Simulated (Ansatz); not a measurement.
# TiO2: Electric field gradients

The cell is a Materials Project structure (computed, not necessarily an observed phase), taken as it stands.

```yaml
crystal:
  lattice:
    - [-4.35076, 4.35076, 1.88756]
    - [4.35076, -4.35076, 1.88756]
    - [4.35076, 4.35076, -1.88756]
  atoms:
    - { symbol: Ti, position: [0.70772, 0.00286, 0.71057] }
    - { symbol: Ti, position: [0.99714, 0.70772, 0.70486] }
    - { symbol: Ti, position: [0.00286, 0.29228, 0.29514] }
    - { symbol: Ti, position: [0.29228, 0.99714, 0.28943] }
    - { symbol: O, position: [0.50114, 0.15078, 0.65192] }
    - { symbol: O, position: [0.83834, 0.84040, 0.67874] }
    - { symbol: O, position: [0.84922, 0.50114, 0.35035] }
    - { symbol: O, position: [0.84040, 0.16166, 0.00206] }
    - { symbol: O, position: [0.15960, 0.83834, 0.99794] }
    - { symbol: O, position: [0.15078, 0.49886, 0.64965] }
    - { symbol: O, position: [0.16166, 0.15960, 0.32126] }
    - { symbol: O, position: [0.49886, 0.84922, 0.34808] }
```

Sites (sets of like atoms) are named by element and the number of their first atom in this list.

Level of theory: DFT, PBE, plane waves and PAW, scalar-relativistic, 420 eV cutoff, Γ-centred 7×7×7 k-points, Fermi–Dirac smearing 0.02 eV (Ansatz 0.2.0).

C_Q = eQV_zz/h, which is 24.18 MHz for Q = 1 b and V_zz = 10²¹ V/m²; η = (V_xx − V_yy)/V_zz. Directions are in the Cartesian axes of the cell vectors above, for the atom listed; none is given where the gradient is under 0.02 or η is above 0.95.

| site | first atom | first shell | V_zz (10²¹ V/m²) | η | direction of V_zz (x, y, z) |
| --- | --- | --- | --- | --- | --- |
| Ti | 1 | 6 O at 1.80–2.26 Å | 1.29 | 0.17 | 0.08 1.00 0.00 |
| O5 | 5 | 4 Ti at 1.95–2.26 Å | -3.10 | 0.40 | 1.00 0.00 0.00 |
| O6 | 6 | 2 Ti at 1.80–1.81 Å, angle 169° | 1.45 | 0.96 | – |

Where η is near 1 the sign of V_zz means little.

Hardware: 1 thread of Intel Xeon Platinum 8488C (Sapphire Rapids) (x86_64; 48 cores open to the job, memory cap 2.5 GiB, no GPU), a shared host with a load of 0.4 a core. Wall time 28 s, CPU time 28 s, peak memory 0.74 GiB.
